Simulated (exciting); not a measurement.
## Al: real-space fields with RGE2

The system is Al.

```xyz
1
Lattice="2.8160 0.0000 0.0000 -1.3768 2.4966 0.0000 -0.0227 -1.6207 2.3616" Properties=species:S:1:pos:R:3 pbc="T T T"
Al    0.7082    0.4380    1.1808
```

The cell isn't the ideal one: cell strained at random at fixed volume.

* Program: exciting (release sodium)
* Task: real-space fields
* Functional: RGE2
* Potentials or basis: all-electron LAPW+lo, shipped species files, valence relativity iora*
* rgkmax: 6.5
* k mesh: 11 × 13 × 11
* Occupations: gaussian, width 0.05 eV
* Spin: no spin polarisation
* outputlevel: low
* gmaxvr (cutoff of density and potential): 14 1/bohr
* lmaxapw (and lmaxmat): 10
* lmaxvr: 8
* nempty: 8
* Valence relativity: iora*
* epsengy: 1e-05 Ha
* epspot: 1e-05 Ha
* maxscl: 60
* Muffin-tin radii: Al 2.0 bohr

| Item | Value |
| --- | --- |
| Band gap on the k mesh | none (metal or under the smearing width) |

Levels at points of the mesh, in eV from the Fermi level:
```tsv
k point	band 4	band 5	band 6	band 7	band 8	band 9
(0.00, 0.00, 0.00)	-11.12	12.26	12.52	13.01	13.67	14.11
```

Run time: 120 s on 1 thread of Arm Neoverse V1, on a shared host, peak memory 0.1 GiB.

Caveat: the log's total energy holds no entropy term; the free energy is that total less TS from the occupations.
